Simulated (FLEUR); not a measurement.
CdS (Hawleyite) under changes of volume

One of the cells (24.808 Å³/atom); the others are scaled copies at fixed shape and fractional positions:

```
CELL_PARAMETERS angstrom
0.00000 2.91650 2.91650
2.91650 0.00000 2.91650
2.91650 2.91650 0.00000
ATOMIC_POSITIONS crystal
Cd 0.00000 0.00000 0.00000
S 0.75000 0.75000 0.75000
```

| Item | Value |
| --- | --- |
| Program | FLEUR MaX-R8.1 (later development tree) |
| Functional | r2SCAN |
| Potentials or basis | all-electron |
| Basis | FLAPW |
| Kmax | 5.33 1/bohr |
| k mesh | 8 × 8 × 8 |
| Occupations | fermi-dirac, width 0.05 eV |
| Spin | no spin polarisation |

| volume (Å³/atom) | energy over the lowest point (meV/atom) | gap on the mesh (eV) |
| --- | --- | --- |
| 23.319 | 36.59 | 1.74 |
| 23.815 | ? | ? |
| 24.808 | 1.38 | 1.59 |
| 25.800 | 0.00 | 1.49 |
| 26.296 | 5.06 | 1.45 |

Problem. What does the run at 23.815 Å³/atom give?

Solution. Energy over the lowest point 19.97 meV/atom; gap on the mesh 1.69 eV.

Worked out: A Birch-Murnaghan fit of order 2 (a polynomial in V^(-2/3)) to the other rows has its minimum at 25.37 Å³/atom with B0 = V·E''(V) = 63 GPa. It gives 19.77 meV/atom at 23.815 Å³/atom, against the run's 19.97. A straight line through the other rows of the gap, of slope -2.43 eV per unit of ln V (its deformation potential), gives 1.69 eV, against the run's 1.69.

Energies are extrapolated to zero smearing.

Caveats: the meta-GGA is that of a development version, with a GGA for the radial functions and cores and without core tails.

Spin-orbit coupling on Cd is left out.
